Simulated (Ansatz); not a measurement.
Crystal: SnO2 (Cassiterite).

```
Sn O
1.0
     4.73800    0.00000    0.00000
     0.00000    4.73800    0.00000
     0.00000    0.00000    3.18650
Sn O
2 4
Direct
  0.50000 0.50000 0.50000
  0.00000 0.00000 0.00000
  0.80710 0.19290 0.50000
  0.69290 0.69290 0.00000
  0.19290 0.80710 0.50000
  0.30710 0.30710 0.00000
```

| Item | Value |
| --- | --- |
| Program | Ansatz 0.2.0 |
| Task | relaxation of cell and atoms |
| Functional | revPBE |
| Dispersion | D4 |
| Potentials or basis | Ansatz PAW |
| Cutoff | 420 eV (not typed: the program's choice for these potentials) |
| k mesh | 6 × 6 × 8 |
| Occupations | fermi-dirac, width 0.05 eV |
| Spin | no spin polarisation |

At the start: volume 11.92 Å³/atom.

Q: Where does the relaxation end?

A: It ends after 7 steps and the volume is 12.29 Å³/atom (+3.1 %); space group P4_2/mnm (No. 136, to 0.05 Å).

Step by step:
```csv
step,energy change (eV),largest force (eV/Å),volume (Å³)
1,0.0000,0.3152,71.53
2,-0.0390,0.0454,73.63
3,-0.0395,0.0644,73.71
4,-0.0403,0.0058,73.64
5,-0.0517,0.0057,73.64
6,-0.0513,0.0001,73.73
7,-0.0519,0.0002,73.73
```

Final structure:
```yaml
crystal:
  lattice:
    - [4.77836, 0.00000, 0.00000]
    - [0.00000, 4.77836, 0.00000]
    - [0.00000, 0.00000, 3.22930]
  atoms:
    - { symbol: Sn, position: [0.50000, 0.50000, 0.50000] }
    - { symbol: Sn, position: [0.00000, 0.00000, 0.00000] }
    - { symbol: O, position: [0.80591, 0.19409, 0.50000] }
    - { symbol: O, position: [0.69409, 0.69409, 0.00000] }
    - { symbol: O, position: [0.19409, 0.80591, 0.50000] }
    - { symbol: O, position: [0.30591, 0.30591, 0.00000] }
```

Caveat: the plane-wave basis is chosen anew once the cell has moved, so the energies of steps on either side of that aren't comparable; the pressure holds a Pulay correction of +0.8 GPa for the finite cutoff; the PAW data sets come from PBE, with cores solved anew for the run's functional, which leaves a small shift of forces and pressure.
